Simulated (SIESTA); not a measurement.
CaO:

```
Ca O
1.0
     0.00000    2.40356    2.40356
     2.40356    0.00000    2.40356
     2.40356    2.40356    0.00000
Ca O
1 1
Direct
  0.00000 0.00000 0.00000
  0.50000 0.50000 0.50000
```

The cell is a database's computed one.

Base run:

| Property | Result |
| --- | --- |
| Program | SIESTA 5.4.2 |
| Functional | AM05 |
| Potentials or basis | PseudoDojo 0.4 standard (PBEsol files) |
| Basis | DZP (energy shift 0.003 Ry; two zetas on semicore shells; d shell added on Ca) |
| Grid cutoff | 800 Ry |
| Energy shift | 0.003 Ry |
| k mesh | 10 × 10 × 10 |
| Occupations | fermi-dirac, width 0.05 eV |
| Spin | no spin polarisation |

Its results: band gap on the k mesh 3.58 eV, indirect (least direct gap 3.96 eV); pressure -1.3 GPa.

The run is repeated on the same cell with these changes: functional from AM05 to PBEsol. What comes out?

Band gap on the k mesh 3.55 eV, indirect (least direct gap 3.93 eV); pressure -2.3 GPa.

Caveats: the basis of atomic orbitals isn't converged, which shifts pressures, moduli and gaps; the potentials were made for another functional, which shifts forces and pressure (some runs).

Not every run made on this cell is shown here.
